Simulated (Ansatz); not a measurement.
Molecular dynamics on a 2×2×1 supercell (12 atoms) of TiS₂ (P-3m1), relaxed with r2SCAN+rVV10. Forces come from r2SCAN in Ansatz 0.2.0: a Langevin thermostat at fixed volume, 1700 K, steps of 1.5 fs. Classical nuclei, no spin polarisation; a few dozen steps show the first response, not equilibrium.

```yaml
crystal:
  lattice:
    - [5.8961587158, -3.4108305092, 0.3697281176]
    - [5.8961587158, 3.4108305092, 0.3697281176]
    - [-0.3590130491, 0.0, 5.7303376496]
  atoms:
    - { symbol: Ti, position: [0.0, 0.0, 0.0] }
    - { symbol: S, position: [0.3333263071, 0.3333263071, 0.2447790112] }
    - { symbol: S, position: [0.1666736929, 0.1666736929, 0.7552209888] }
    - { symbol: Ti, position: [0.0, 0.5, 0.0] }
    - { symbol: S, position: [0.3333263071, 0.8333263071, 0.2447790112] }
    - { symbol: S, position: [0.1666736929, 0.6666736929, 0.7552209888] }
    - { symbol: Ti, position: [0.5, 0.0, 0.0] }
    - { symbol: S, position: [0.8333263071, 0.3333263071, 0.2447790112] }
    - { symbol: S, position: [0.6666736929, 0.1666736929, 0.7552209888] }
    - { symbol: Ti, position: [0.5, 0.5, 0.0] }
    - { symbol: S, position: [0.8333263071, 0.8333263071, 0.2447790112] }
    - { symbol: S, position: [0.6666736929, 0.6666736929, 0.7552209888] }
kpoints:
  mp_grid: { grid: [3, 3, 3] }
hamiltonian:
  xc: r2scan
scf:
  occupations: { method: fermi_dirac, width: 0.146 }
md:
  ensemble: nvt_langevin
  temperature: 1700
  timestep: 1.5
  n_steps: 40
  initial_velocities: maxwell_boltzmann
  seed: 2758
```

Run as `ansatz run input.yaml --threads 4 --pin off --max-ram 3686MiB --backend cpu --events-out ev --progress --plain --runs-dir out`. It took 4 min on 4 threads of Intel(R) Xeon(R) 6975P-C (Granite Rapids) (shared host); peak host memory 1.3 GiB.

```csv
step,t (fs),T (K),free energy F from step 0 (meV/atom),kinetic energy (meV/atom),largest force (eV/Å)
0,0,1558,0.0,201.4,0.01
1,1.5,1525,0.9,197.1,0.22
2,3,1541,3.4,199.2,0.41
3,4.5,1600,7.4,206.8,0.59
4,6,1502,13.0,194.1,0.77
5,7.5,1392,19.7,180.0,0.93
6,9,1301,27.1,168.1,1.08
7,10.5,1132,35.2,146.3,1.21
8,12,1235,43.9,159.7,1.31
9,13.5,1234,53.6,159.5,1.42
10,15,1162,64.1,150.2,1.55
11,16.5,1013,74.7,130.9,1.68
12,18,874,84.9,112.9,1.79
13,19.5,820,94.3,106.0,1.88
14,21,757,102.9,97.8,1.96
15,22.5,691,109.8,89.3,2.04
16,24,713,115.1,92.1,2.09
17,25.5,708,119.8,91.5,2.12
18,27,745,124.1,96.3,2.12
19,28.5,777,128.1,100.4,2.10
20,30,733,131.1,94.7,2.07
21,31.5,786,133.4,101.6,2.08
22,33,808,134.7,104.4,2.11
23,34.5,869,134.3,112.4,2.13
24,36,848,133.1,109.6,2.13
25,37.5,834,131.4,107.8,2.12
26,39,850,129.9,109.9,2.08
27,40.5,900,128.7,116.3,2.02
28,42,1043,128.1,134.9,1.96
29,43.5,1142,128.1,147.6,1.88
30,45,1150,128.7,148.6,1.88
31,46.5,1174,129.9,151.7,1.90
32,48,1165,130.6,150.5,1.91
33,49.5,1105,131.3,142.9,2.02
34,51,1069,132.2,138.2,2.16
35,52.5,1150,132.7,148.7,2.34
36,54,1234,134.1,159.6,2.56
37,55.5,1239,136.9,160.1,2.82
38,57,1107,140.2,143.1,3.08
39,58.5,994,143.0,128.5,3.33
40,60,1052,145.9,136.0,3.54
```

The temperature starts at 1558 K, is lowest at step 15 (691 K, 22.5 fs) and ends at 1052 K. The thermostat hasn't had time to restore it. The atoms start on their lattice sites with kinetic energy alone, so much of it first passes into potential energy. By the last step the atoms have moved 0.26 Å in the root mean square, the drift of the whole cell taken out, 0.38 Å at most.

Positions (Å) and forces (eV/Å) at step 40:
```
Ti   0.072  -0.353   0.179     1.119   2.897   1.706
S    3.787  -0.052   1.569     1.284  -0.032   0.599
S    1.759   0.178   4.816    -0.446  -0.794  -1.335
Ti   2.957   1.867   0.581    -1.423  -0.677   0.081
S    6.796   1.599   2.080    -0.059   0.148  -1.540
S    4.848   1.897   4.633    -1.032  -1.521  -0.824
Ti   2.970  -1.780   0.044     0.794   0.793   0.044
S    6.802  -1.689   2.046     0.188   0.353  -1.101
S    4.746  -1.682   4.456    -0.742   0.522   1.477
Ti   5.813   0.022   0.178     0.101  -1.376   1.021
S    9.793   0.224   2.089     0.365  -0.472   0.256
S    7.668  -0.123   4.921    -0.148   0.159  -0.383
```
